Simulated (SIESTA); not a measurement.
Crystal: SnO2.

```xyz
6
Lattice="-2.0001 2.0001 5.1237 2.0001 -2.0001 5.1237 2.0001 2.0001 -5.1237" Properties=species:S:1:pos:R:3 pbc="T T T"
Sn    0.0000    0.0000    0.0000
Sn    0.0000    2.0001    2.5618
O     0.0000    2.0001    0.4767
O     0.0000    0.0000    2.0851
O     0.0000    2.0001    4.6469
O     0.0000    0.0000    8.1623
```

Measurements of this composition are mostly on another form, of space group No. 136.

Base run:

| Property | Result |
| --- | --- |
| Program | SIESTA 5.4.2 |
| Functional | PBEsol |
| Potentials or basis | PseudoDojo 0.4 standard (PBEsol files) |
| Basis | DZP (energy shift 0.003 Ry; two zetas on semicore shells) |
| Grid cutoff | 800 Ry |
| Energy shift | 0.003 Ry |
| k mesh | 9 × 9 × 9 |
| Occupations | fermi-dirac, width 0.05 eV |
| Spin | no spin polarisation |

Its results: band gap on the k mesh 1.33 eV, indirect (least direct gap 1.66 eV); pressure 7.1 GPa; largest force 0.006 eV/Å.

The run is repeated on the same cell with these changes: functional from PBEsol to LDA; potentials or basis from PseudoDojo 0.4 standard (PBEsol files) to PseudoDojo 0.4 standard (LDA files). What comes out?

Band gap on the k mesh 1.28 eV, indirect (least direct gap 1.62 eV); pressure 2.0 GPa; largest force 0.129 eV/Å.

Caveats: spin-orbit coupling is left out, which moves the levels of the heavy elements; the basis of atomic orbitals isn't converged, which shifts pressures, moduli and gaps.
